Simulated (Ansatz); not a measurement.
GaAs: elastic constants with PBEsol

**Experimental background.**

“Evidence of valence band perturbations in GaAsN/GaAs(001): A combined variable-angle spectroscopic ellipsometry and modulated photoreflectance investigation”, 2008, arxiv:0805.2212 reports, for a bulk crystal of GaAs at 300 K: band gap 1.412 ± 0.01 eV (direct).

GaAs:

```
As Ga
1.0
     0.00000    2.82685    2.82685
     2.82685    0.00000    2.82685
     2.82685    2.82685    0.00000
As Ga
1 1
Direct
  0.75000 0.75000 0.75000
  0.00000 0.00000 0.00000
```

- Program: Ansatz 0.2.0
- Task: elastic constants
- Functional: PBEsol
- Potentials or basis: Ansatz PAW
- Cutoff: 420 eV (not typed: the program's choice for these potentials)
- k mesh: 7 × 7 × 7
- Occupations: fixed
- Spin: no spin polarisation
- Atoms under strain: relaxed

```
Pressure                        : 0.2 GPa
Band gap on the k mesh          : 0.44 eV, direct
Elastic constants C11, C12, C44 : 111, 50, 55 GPa
Voigt bulk modulus              : 70 GPa
```

Levels at points of the mesh, in eV from the valence-band top:
| k point | band 12 | band 13 | band 14 | band 15 | band 16 | band 17 |
| --- | --- | --- | --- | --- | --- | --- |
| (0.00, 0.00, 0.00) | 0.00 | 0.00 | 0.00 | 0.44 | 3.70 | 3.70 |

Elastic tensor in Voigt notation (GPa, in the Cartesian axes of the cell as first typed):
```
111  50  50   0   0   0
 50 111  50   0   0   0
 50  50 111   0   0   0
  0   0   0  55   0   0
  0   0   0   0  55   0
  0   0   0   0   0  55
```

It took 20 s on 2 threads of Arm Neoverse V1 (shared host), peak memory 0.37 GiB.

Against the measured gap of GaAs, 1.412 eV (direct; 300 K; “Evidence of valence band perturbations in GaAsN/GaAs(001): A combined variable-angle spectroscopic ellipsometry and modulated photoreflectance investigation”, 2008, arxiv:0805.2212), the calculated 0.44 eV is off by -0.97 eV. 3 values of this kind are on record (1.412 to 1.51 eV); this one was drawn at random among those near their median, those with a stated uncertainty first. Spin-orbit coupling on As, Ga is left out. The value is that of PBEsol, without temperature or zero-point motion. Semilocal functionals fall short of measured gaps as a rule.

Caveat: odd divisions of the mesh miss points on the zone boundary, where band edges often lie, so the gap on the mesh can be too wide; the PAW data sets come from PBE, with cores solved anew for the run's functional, which leaves a small shift of forces and pressure.
